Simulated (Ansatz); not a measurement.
A run of Ansatz 0.2.0 is set up as follows.

Contents of input.yaml:

```yaml
crystal:
  lattice:
    - [4.54534955, 0.0, 0.0]
    - [0.0, 5.51961944, 0.0]
    - [0.0, 0.0, 4.90919686]
  atoms:
    - { symbol: Ti, position: [0.0, 0.17299093, 0.75] }
    - { symbol: Ti, position: [0.5, 0.32700907, 0.25] }
    - { symbol: Ti, position: [0.0, 0.82700907, 0.25] }
    - { symbol: Ti, position: [0.5, 0.67299093, 0.75] }
    - { symbol: O, position: [0.27145062, 0.38172464, 0.91864908] }
    - { symbol: O, position: [0.77145062, 0.11827536, 0.08135092] }
    - { symbol: O, position: [0.22854938, 0.11827536, 0.41864908] }
    - { symbol: O, position: [0.72854938, 0.38172464, 0.58135092] }
    - { symbol: O, position: [0.27145062, 0.61827536, 0.41864908] }
    - { symbol: O, position: [0.77145062, 0.88172464, 0.58135092] }
    - { symbol: O, position: [0.22854938, 0.88172464, 0.91864908] }
    - { symbol: O, position: [0.72854938, 0.61827536, 0.08135092] }
hamiltonian:
  xc: r2scan
  pseudopotentials: { kind: paw }
  dispersion: rvv10
kpoints:
  mp_grid: { grid: [6, 5, 6] }
scf:
  occupations: { method: fermi_dirac, width: 0.05 }
output:
  forces: true
  stress: true
  eigenvalues: true
relax:
  f_tol: 0.01
  max_steps: 40
  cell: { stress_tol: 0.05 }
```

Potentials or basis: Ansatz PAW.

Command:

```console
$ ansatz run input.yaml --threads 4 --pin off --max-ram 11264MiB --backend cpu --events-out ev --progress --plain --runs-dir out
```

**Question.** Estimate the relaxed volume.

**Answer.** 10.15 Å³/atom.

**Question.** Predict the space group after relaxing (to 0.05 Å).

**Answer.** Pbcn (No. 60).

**Question.** Predict the band gap on the k mesh.

**Answer.** 3.06 eV, indirect (least direct gap 3.10 eV).

Step by step:
```csv
step,energy change (eV),largest force (eV/Å),volume (Å³)
1,0.0000,0.0899,123.16
2,-0.0120,0.0703,122.11
3,-0.0133,0.0530,121.77
4,-0.0134,0.0418,121.83
5,-0.0139,0.0282,121.77
6,-0.0142,0.0005,121.84
7,-0.0132,0.0004,121.84
```

Caveat: odd divisions of the mesh miss points on the zone boundary, where band edges often lie, so the gap on the mesh can be too wide; the plane-wave basis is chosen anew once the cell has moved, so the energies of steps on either side of that aren't comparable; the PAW data sets come from PBE, with cores solved anew for the run's functional, which leaves a small shift of forces and pressure. r2SCAN opens gaps a little over a GGA but as a rule still falls short of measured ones.
